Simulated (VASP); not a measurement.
## HfO2 (111), 5 units in VASP

Wanted: how HfO2 (111), 5 units relaxes, and what it costs to take an electron out.

Method: PBE; plane waves and PAW (O, Hf), in VASP 6.6.1.

### 1. The structure

The cell holds 15 atoms: 10 O and 5 Hf. Cell: a = 3.592 Å, b = 3.592 Å, c = 31.198 Å, α = 90.0°, β = 90.0°, γ = 120.0°. It derives from HfO2 (fluorite HfO2). Vacuum lies along c.

Coordinates:

```
O Hf
1.0
     3.59210    0.00000    0.00000
    -1.79605    3.11085    0.00000
     0.00000    0.00000   31.19823
O Hf
10 5
Direct
  0.66667 0.33333 0.28848
  0.00000 0.00000 0.33548
  0.33333 0.66667 0.38249
  0.66667 0.33333 0.42949
  0.00000 0.00000 0.47650
  0.33333 0.66667 0.52350
  0.66667 0.33333 0.57051
  0.00000 0.00000 0.61751
  0.33333 0.66667 0.66452
  0.66667 0.33333 0.71152
  0.33333 0.66667 0.31198
  0.00000 0.00000 0.40599
  0.66667 0.33333 0.50000
  0.33333 0.66667 0.59401
  0.00000 0.00000 0.68802
```

### 2. Relaxing the slab

All atoms relax at the fixed cell.

The input, INCAR:

```
SYSTEM = HfO2
PREC = Normal
ENCUT = 400
EDIFF = 1E-05
NELM = 120
ISMEAR = 0
SIGMA = 0.05
LREAL = Auto
ALGO = Fast
GGA = PE
NBANDS = 55
LASPH = .TRUE.
LORBIT = 11
LWAVE = .FALSE.
LCHARG = .FALSE.
KPAR = 4
IBRION = 2
NSW = 40
ISIF = 2
EDIFFG = -0.03
POTIM = 0.4
MAXMIX = 40
IDIPOL = 3
LDIPOL = .TRUE.
DIPOL = 0.5 0.5 0.5
```

The input, POSCAR:

```
HfO2
1.0
    3.5921024500      0.0000000000      0.0000000000
   -1.7960512200      3.1108519700      0.0000000000
    0.0000000000      0.0000000000     31.1982271537
O Hf
10 5
Direct
    0.6666666700      0.3333333300      0.2884779304
    0.0000000000      0.0000000000      0.3354828347
    0.3333333300      0.6666666700      0.3824877391
    0.6666666700      0.3333333300      0.4294926435
    0.0000000000      0.0000000000      0.4764975478
    0.3333333300      0.6666666700      0.5235024522
    0.6666666700      0.3333333300      0.5705073565
    0.0000000000      0.0000000000      0.6175122609
    0.3333333300      0.6666666700      0.6645171653
    0.6666666700      0.3333333300      0.7115220696
    0.3333333300      0.6666666700      0.3119803825
    0.0000000000      0.0000000000      0.4059901913
    0.6666666700      0.3333333300      0.5000000000
    0.3333333300      0.6666666700      0.5940098087
    0.0000000000      0.0000000000      0.6880196175
```

The input, KPOINTS:

```
Automatic mesh
0
Gamma
12 12 1
0 0 0
```

The projector-augmented-wave data sets are O and Hf (PBE family, release 64).

The run is started by

```
$ mpirun -np 4 vasp_std
```

What it wrote:

```text
[banner, memory and clock lines left out]
running    4 mpi-ranks, on    1 nodes
 distrk:  each k-point on    1 cores,    4 groups
 distr:  one band on    1 cores,    1 groups

 POSCAR found type information on POSCAR O Hf
 POSCAR found :  2 types and      15 ions
 LDA part: xc-table for (Slater+PW92), standard interpolation
 POSCAR, INCAR and KPOINTS ok, starting setup
 FFT: planning ... GRIDC
 FFT: planning ... GRID_SOFT
 FFT: planning ... GRID
 WAVECAR not read
 entering main loop
       N       E                     dE             d eps       ncg     rms          rms(c)
DAV:   1     0.587250438848E+03    0.58725E+03   -0.32185E+04  2114   0.101E+03
DAV:   2    -0.105721819578E+03   -0.69297E+03   -0.66649E+03  3008   0.284E+02
DAV:   3    -0.178968948753E+03   -0.73247E+02   -0.72673E+02  2436   0.103E+02
DAV:   4    -0.180695576271E+03   -0.17266E+01   -0.17222E+01  2708   0.168E+01
DAV:   5    -0.180741233636E+03   -0.45657E-01   -0.45640E-01  2564   0.252E+00    0.499E+01
RMM:   6    -0.150277203007E+03    0.30464E+02   -0.12366E+02  2090   0.378E+01    0.274E+01
RMM:   7    -0.150761980364E+03   -0.48478E+00   -0.23293E+01  2239   0.124E+01    0.885E+00
RMM:   8    -0.150418645542E+03    0.34333E+00   -0.23448E+00  2094   0.590E+00    0.258E+00
RMM:   9    -0.150440073492E+03   -0.21428E-01   -0.72250E-01  2223   0.287E+00    0.122E+00
RMM:  10    -0.150448256819E+03   -0.81833E-02   -0.17890E-01  2446   0.119E+00    0.854E-01
RMM:  11    -0.150442796216E+03    0.54606E-02   -0.16878E-02  2139   0.419E-01    0.137E-01
RMM:  12    -0.150442781080E+03    0.15136E-04   -0.11085E-02  2195   0.308E-01    0.151E-01
RMM:  13    -0.150442698832E+03    0.82248E-04   -0.55195E-03  2092   0.266E-01    0.943E-02
RMM:  14    -0.150443129368E+03   -0.43054E-03   -0.12307E-03  2202   0.894E-02    0.699E-02
RMM:  15    -0.150443829954E+03   -0.70059E-03   -0.87119E-04  2106   0.959E-02    0.297E-02
RMM:  16    -0.150444188201E+03   -0.35825E-03   -0.18847E-04  2140   0.375E-02    0.299E-02
RMM:  17    -0.150444474565E+03   -0.28636E-03   -0.43081E-05  1710   0.205E-02    0.886E-03
RMM:  18    -0.150444546981E+03   -0.72416E-04   -0.86407E-06  1340   0.904E-03    0.746E-03
RMM:  19    -0.150444608447E+03   -0.61467E-04   -0.52531E-06  1306   0.715E-03    0.533E-03
RMM:  20    -0.150444627209E+03   -0.18761E-04   -0.22703E-06  1188   0.450E-03    0.536E-03
RMM:  21    -0.150444637242E+03   -0.10033E-04   -0.21681E-06  1178   0.468E-03    0.523E-03
RMM:  22    -0.150444640453E+03   -0.32113E-05   -0.39176E-07   708   0.242E-03
   1 F= -.15044464E+03 E0= -.15044464E+03  d E =-.150445E+03
 curvature:   0.00 expect dE= 0.000E+00 dE for cont linesearch  0.000E+00
 trial: gam= 0.00000 g(F)=  0.161E+00 g(S)=  0.000E+00 ort = 0.000E+00 (trialstep = 0.100E+01)
 search vector abs. value=  0.161E+00
 bond charge predicted
       N       E                     dE             d eps       ncg     rms          rms(c)
DAV:   1    -0.150513987941E+03   -0.69351E-01   -0.14032E+01  2209   0.164E+01    0.121E+00
RMM:   2    -0.150554141434E+03   -0.40153E-01   -0.58230E-01  2090   0.303E+00    0.176E+00
RMM:   3    -0.150511141717E+03    0.43000E-01   -0.26092E-01  2090   0.193E+00    0.609E-01
RMM:   4    -0.150514429451E+03   -0.32877E-02   -0.51389E-02  2173   0.777E-01    0.545E-01
RMM:   5    -0.150510626169E+03    0.38033E-02   -0.90394E-03  2130   0.318E-01    0.373E-01
RMM:   6    -0.150510050436E+03    0.57573E-03   -0.25306E-02  2098   0.511E-01    0.123E-01
RMM:   7    -0.150510036791E+03    0.13645E-04   -0.26446E-03  2103   0.189E-01    0.578E-02
RMM:   8    -0.150510548779E+03   -0.51199E-03   -0.80878E-04  2238   0.929E-02    0.419E-02
RMM:   9    -0.150510783164E+03   -0.23439E-03   -0.27532E-04  2062   0.505E-02    0.410E-02
RMM:  10    -0.150510815261E+03   -0.32097E-04   -0.14307E-04  2053   0.419E-02    0.103E-02
RMM:  11    -0.150510860209E+03   -0.44948E-04   -0.63758E-05  1878   0.257E-02    0.133E-02
RMM:  12    -0.150510875195E+03   -0.14986E-04   -0.84156E-06  1336   0.995E-03    0.124E-02
RMM:  13    -0.150510874652E+03    0.54288E-06   -0.72350E-06  1330   0.102E-02
   2 F= -.15051087E+03 E0= -.15051087E+03  d E =-.662342E-01
[... from here on, the cycles between the ionic steps are left out ...]
   3 F= -.15051349E+03 E0= -.15051349E+03  d E =-.688451E-01
   4 F= -.15052761E+03 E0= -.15052761E+03  d E =-.141236E-01
   5 F= -.15052866E+03 E0= -.15052866E+03  d E =-.151765E-01
   6 F= -.15052957E+03 E0= -.15052957E+03  d E =-.907984E-03
   7 F= -.15052958E+03 E0= -.15052958E+03  d E =-.916736E-03
   8 F= -.15053048E+03 E0= -.15053048E+03  d E =-.898095E-03
   9 F= -.15053101E+03 E0= -.15053101E+03  d E =-.142821E-02
  10 F= -.15053154E+03 E0= -.15053154E+03  d E =-.195625E-02
  11 F= -.15053224E+03 E0= -.15053224E+03  d E =-.700020E-03
  12 F= -.15053358E+03 E0= -.15053358E+03  d E =-.204537E-02
  13 F= -.15053391E+03 E0= -.15053391E+03  d E =-.331802E-03
  14 F= -.15053450E+03 E0= -.15053450E+03  d E =-.917182E-03
  15 F= -.15053464E+03 E0= -.15053464E+03  d E =-.106110E-02
  16 F= -.15053467E+03 E0= -.15053467E+03  d E =-.108612E-02
  17 F= -.15053510E+03 E0= -.15053510E+03  d E =-.431503E-03
  18 F= -.15053518E+03 E0= -.15053518E+03  d E =-.512388E-03
  19 F= -.15053590E+03 E0= -.15053590E+03  d E =-.719451E-03
  20 F= -.15053640E+03 E0= -.15053640E+03  d E =-.122104E-02
  21 F= -.15053645E+03 E0= -.15053645E+03  d E =-.127329E-02
  22 F= -.15053646E+03 E0= -.15053646E+03  d E =-.128138E-02
  23 F= -.15053688E+03 E0= -.15053688E+03  d E =-.415687E-03
  24 F= -.15053714E+03 E0= -.15053714E+03  d E =-.683449E-03
 curvature:  -1.09 expect dE=-0.483E-03 dE for cont linesearch -0.609E-06
 trial: gam= 0.10158 g(F)=  0.442E-03 g(S)=  0.000E+00 ort =-0.439E-04 (trialstep = 0.457E+00)
 search vector abs. value=  0.469E-03
 bond charge predicted
       N       E                     dE             d eps       ncg     rms          rms(c)
DAV:   1    -0.150537293168E+03   -0.15058E-03   -0.17008E-02  2438   0.612E-01    0.336E-02
RMM:   2    -0.150537280315E+03    0.12853E-04   -0.35708E-04  2090   0.785E-02    0.326E-02
RMM:   3    -0.150537332601E+03   -0.52286E-04   -0.67880E-05  1956   0.299E-02    0.473E-02
RMM:   4    -0.150537308642E+03    0.23959E-04   -0.11157E-05  1353   0.124E-02    0.302E-02
RMM:   5    -0.150537297339E+03    0.11303E-04   -0.23758E-05  1459   0.127E-02    0.200E-02
RMM:   6    -0.150537290272E+03    0.70666E-05   -0.25283E-05  1519   0.124E-02
  25 F= -.15053729E+03 E0= -.15053729E+03  d E =-.146472E-03
 trial-energy change:   -0.000146  1 .order   -0.000161   -0.000200   -0.000122
 step:   1.1715(harm=  1.1715)  dis= 0.00210  next Energy=  -150.537400 (dE=-0.256E-03)
 reached required accuracy - stopping structural energy minimisation
```

It took 5.2 min on 4 MPI ranks of Intel Xeon 6975P-C (Granite Rapids), shared host; peak memory 1.4 GiB.

The logs omit lines about the potential files and the build; timing stands in the text.

OUTCAR, selected parts (step 2):

```text
ion  position               nearest neighbor table
   1  0.667  0.333  0.288-  11 2.20  11 2.20  11 2.20
   2  0.000  0.000  0.335-  11 2.20  12 2.20  11 2.20  11 2.20
   3  0.333  0.667  0.382-  12 2.20  11 2.20  12 2.20  12 2.20
   4  0.667  0.333  0.429-  12 2.20  13 2.20  12 2.20  12 2.20
   5  0.000  0.000  0.476-  13 2.20  12 2.20  13 2.20  13 2.20
   6  0.333  0.667  0.524-  13 2.20  13 2.20  14 2.20  13 2.20
   7  0.667  0.333  0.571-  14 2.20  14 2.20  13 2.20  14 2.20
   8  0.000  0.000  0.618-  14 2.20  15 2.20  14 2.20  14 2.20
   9  0.333  0.667  0.665-  15 2.20  14 2.20  15 2.20  15 2.20
  10  0.667  0.333  0.712-  15 2.20  15 2.20  15 2.20
  11  0.333  0.667  0.312-   1 2.20   2 2.20   1 2.20   3 2.20   2 2.20   2 2.20   1 2.20  12 3.59
                            12 3.59  12 3.59
  12  0.000  0.000  0.406-   3 2.20   4 2.20   5 2.20   2 2.20   3 2.20   4 2.20   4 2.20   3 2.20
                            13 3.59  11 3.59  13 3.59  13 3.59  11 3.59  11 3.59
  13  0.667  0.333  0.500-   6 2.20   5 2.20   6 2.20   7 2.20   4 2.20   5 2.20   5 2.20   6 2.20
                            14 3.59  12 3.59  14 3.59  12 3.59  12 3.59  14 3.59
  14  0.333  0.667  0.594-   7 2.20   8 2.20   7 2.20   6 2.20   9 2.20   8 2.20   8 2.20   7 2.20
                            13 3.59  13 3.59  15 3.59  15 3.59  15 3.59  13 3.59
  15  0.000  0.000  0.688-  10 2.20   9 2.20   8 2.20  10 2.20   9 2.20  10 2.20   9 2.20  14 3.59
                            14 3.59  14 3.59

  LATTYP: Found a hexagonal cell.
 ALAT       =     3.5921024500
 C/A-ratio  =     8.6852275479

 Subroutine GETGRP returns: Found 12 space group operations
 (whereof  6 operations were pure point group operations)

The static configuration has the point symmetry C_3v.
 The point group associated with its full space group is D_3d.

 Found     19 irreducible k-points:

   k-points           NKPTS =     19   k-points in BZ     NKDIM =     19   number of bands    NBANDS=     55

   dimension x,y,z NGX =    18 NGY =   18 NGZ =  160
   dimension x,y,z NGXF=    36 NGYF=   36 NGZF=  320

   ENCUT  =  400.0 eV  29.40 Ry    5.42 a.u.   5.86  5.86 50.88*2*pi/ulx,y,z

   NELECT =      80.0000    total number of electrons

 k-points in reciprocal lattice and weights: Automatic mesh
   0.00000000  0.00000000  0.00000000       0.007
   0.08333333  0.00000000  0.00000000       0.042
   0.16666667  0.00000000  0.00000000       0.042
   0.25000000  0.00000000  0.00000000       0.042
   0.33333333  0.00000000  0.00000000       0.042
   0.41666667  0.00000000  0.00000000       0.042
   0.50000000  0.00000000  0.00000000       0.021
   0.08333333  0.08333333  0.00000000       0.042
   0.16666667  0.08333333  0.00000000       0.083
[...]
0.33333333  0.25000000  0.00000000       0.083
   0.33333333  0.33333333  0.00000000       0.014

 dipolmoment           0.000000      0.000000     -0.000000 electrons x Angstroem

 average (electrostatic) potential at core
       1 -74.5994       2 -75.3111       3 -75.6760       4 -75.5508       5 -75.4716
       6 -75.4716       7 -75.5508       8 -75.6760       9 -75.3111      10 -74.5994
      11 -42.2003      12 -42.2560      13 -42.2954      14 -42.2560      15 -42.2003

 E-fermi :  -1.3534

 k-point     1 :       0.0000    0.0000    0.0000
  band No.  band energies     occupation
    ...
     36      -2.3988      2.00000
     37      -2.1031      2.00000
     38      -2.1025      2.00000
     39      -2.0309      2.00000
     40      -2.0303      2.00000
     41       2.3563      0.00000
     42       2.3564      0.00000
     43       2.6775      0.00000
     44       2.6776      0.00000
     45       2.9518      0.00000
    ...

 k-point     2 :       0.0833    0.0000    0.0000
  band No.  band energies     occupation
    ...
     36      -2.3597      2.00000
     37      -2.1297      2.00000
     38      -2.1225      2.00000
     39      -2.0475      2.00000
     40      -2.0338      2.00000
     41       2.4239      0.00000
     42       2.4396      0.00000
     43       2.6891      0.00000
     44       2.7288      0.00000
     45       2.8962      0.00000
    ...

 k-point     3 :       0.1667    0.0000    0.0000
  band No.  band energies     occupation
    ...
     36      -2.2989      2.00000
     37      -2.1978      2.00000
     38      -2.1018      2.00000
     39      -2.0975      2.00000
     40      -2.0755      2.00000
     41       2.6077      0.00000
     42       2.6533      0.00000
     43       2.7131      0.00000
     44       2.8640      0.00000
     45       2.8805      0.00000
    ...

  Total      -14.7568571    -14.7568571     -6.2025700     -0.0000000      0.0000000      0.0000000
  in kB      -67.8182344    -67.8182341    -28.5052124     -0.0000001      0.0000000      0.0000000
  external PRESSURE =     -54.7138936 kB  Pullay stress =       0.0000000 kB

  energy-cutoff  :      400.00
  volume of cell :      348.62
      direct lattice vectors                 reciprocal lattice vectors
     3.592102450  0.000000000  0.000000000     0.278388496  0.160727673  0.000000000
    -1.796051220  3.110851970  0.000000000     0.000000000  0.321455347  0.000000000
     0.000000000  0.000000000 31.198227154     0.000000000  0.000000000  0.032053103

 POSITION                                       TOTAL-FORCE (eV/Angst)
 -----------------------------------------------------------------------------------
      1.79605      1.03695      9.03665         0.000000     -0.000000     -0.021233
     -1.79605      3.11085     10.53945         0.000000     -0.000000      0.016834
     -0.00000      2.07390     11.94510         0.000000     -0.000000      0.005758
      1.79605      1.03695     13.40035        -0.000000     -0.000000      0.022047
      0.00000      0.00000     14.87677         0.000000     -0.000000     -0.024381
     -0.00000      2.07390     16.32146        -0.000000      0.000000      0.024381
      1.79605      1.03695     17.79788         0.000000     -0.000000     -0.022047
      1.79605      3.11085     19.25313        -0.000000     -0.000000     -0.005758
     -0.00000      2.07390     20.65878        -0.000000     -0.000000     -0.016834
      1.79605      1.03695     22.16158        -0.000000      0.000000      0.021233
     -0.00000      2.07390      9.81882        -0.000000      0.000000      0.019878
      0.00000      0.00000     12.67651        -0.000000     -0.000000      0.005760
      1.79605      1.03695     15.59911        -0.000000     -0.000000      0.000000
     -0.00000      2.07390     18.52172        -0.000000     -0.000000     -0.005760
     -0.00000      0.00000     21.37941         0.000000     -0.000000     -0.019878
 -----------------------------------------------------------------------------------
    total drift:                               -0.000024      0.000014      0.000007

  FREE ENERGIE OF THE ION-ELECTRON SYSTEM (eV)
  ---------------------------------------------------
  free  energy   TOTEN  =      -150.5372902724 eV

  energy  without entropy=     -150.5372902724  energy(sigma->0) =     -150.53729027

 reached required accuracy - stopping structural energy minimisation

 vacuum level on the upper side and lower side of the slab         4.660         4.660

 total charge
# of ion       s       p       d       tot
------------------------------------------
    1        1.582   3.461   0.000   5.042
    2        1.588   3.565   0.000   5.153
    3        1.588   3.563   0.000   5.151
    4        1.587   3.558   0.000   5.144
    5        1.587   3.558   0.000   5.145
    6        1.587   3.558   0.000   5.145
    7        1.587   3.558   0.000   5.144
    8        1.588   3.563   0.000   5.151
    9        1.588   3.565   0.000   5.153
   10        1.582   3.461   0.000   5.042
   11        0.457   0.671   1.881   3.010
   12        0.472   0.751   1.974   3.196
   13        0.466   0.738   1.947   3.151
   14        0.472   0.751   1.974   3.196
   15        0.457   0.671   1.881   3.010
--------------------------------------------------
tot         18.187  38.991   9.657  66.835

[... 3 further parts left out ...]
```

The gap is read on the k-mesh alone, so it is an upper bound where the band edges lie off the mesh. The data set Hf keeps the semicore shell frozen, which is cheaper and a little less accurate. The run keeps the 12 symmetry operations of its start, so it cannot find a distortion of lower symmetry.

Relaxation path (22 of 25):

```tsv
step	energy less that of the first step (eV)	largest force (eV/Å)
1	0.0000	1.1579
2	-0.0662	0.5208
3	-0.0688	0.4874
4	-0.0830	0.1334
6	-0.0849	0.0652
7	-0.0849	0.0620
8	-0.0858	0.0502
9	-0.0864	0.0681
10	-0.0869	0.1030
11	-0.0876	0.0716
12	-0.0889	0.1100
14	-0.0899	0.0594
15	-0.0900	0.0855
16	-0.0900	0.1680
17	-0.0905	0.1386
18	-0.0905	0.1243
19	-0.0913	0.0693
20	-0.0918	0.1112
22	-0.0918	0.0864
23	-0.0922	0.0599
24	-0.0925	0.0405
25	-0.0927	0.0244
```

The atoms that moved most (Å):

```tsv
atom	dx	dy	dz	length
Hf11	0.000	0.000	0.086	0.086
Hf15	0.000	0.000	-0.086	0.086
O2	0.000	0.000	0.073	0.073
O9	0.000	0.000	-0.073	0.073
O1	0.000	0.000	0.037	0.037
O10	0.000	0.000	-0.037	0.037
O3	0.000	0.000	0.012	0.012
O8	0.000	0.000	-0.012	0.012
```

The relaxed structure:

```xyz
15
Lattice="3.5921 0.0000 0.0000 -1.7961 3.1109 0.0000 0.0000 0.0000 31.1982" Properties=species:S:1:pos:R:3
O     1.7961    1.0370    9.0366
O     0.0000    0.0000   10.5394
O     0.0000    2.0739   11.9451
O     1.7961    1.0370   13.4003
O     0.0000    0.0000   14.8768
O     0.0000    2.0739   16.3215
O     1.7961    1.0370   17.7979
O     0.0000    0.0000   19.2531
O     0.0000    2.0739   20.6588
O     1.7961    1.0370   22.1616
Hf    0.0000    2.0739    9.8188
Hf    0.0000    0.0000   12.6765
Hf    1.7961    1.0370   15.5991
Hf    0.0000    2.0739   18.5217
Hf    0.0000    0.0000   21.3794
```

Numbers from this step:

* electronic cycles: 170
* electrons: 80
* free energy (TOTEN): -150.5373 eV
* Fermi energy: -1.353 eV
* labelled metallic, from the levels on this mesh: no
* dipole moment: 0, 0, 0 e·Å
* gap on the k-mesh: 3.945 eV
* least direct gap on the k-mesh: 3.945 eV

The run ended after 25 ionic steps, 0.093 eV below its first step, once the forces on the free atoms met EDIFFG = -0.03.

Only the dipole across the slab is computed (IDIPOL = 3); zeros along the plane are no results.

(Part 1 of 3 ends here.)

[Lines on the potential files, build, host, timing and source positions are cut from VASP's logs without a mark.]

[Logs are printed without paths, hosts, clocks, repeated set-up lines and the standing remarks that a program may print on its own settings, such as how far it seeks lower states.]

[Hosts, paths, dates, database ids (printed as entryN), source tags and the programs' standing remarks are cut or masked in the printed files.]

[In band tables of VASP the shares of atoms and orbitals are scaled to a sum of 1 inside the atoms' spheres.]

[Runs that stopped without an error message from VASP are left out.]
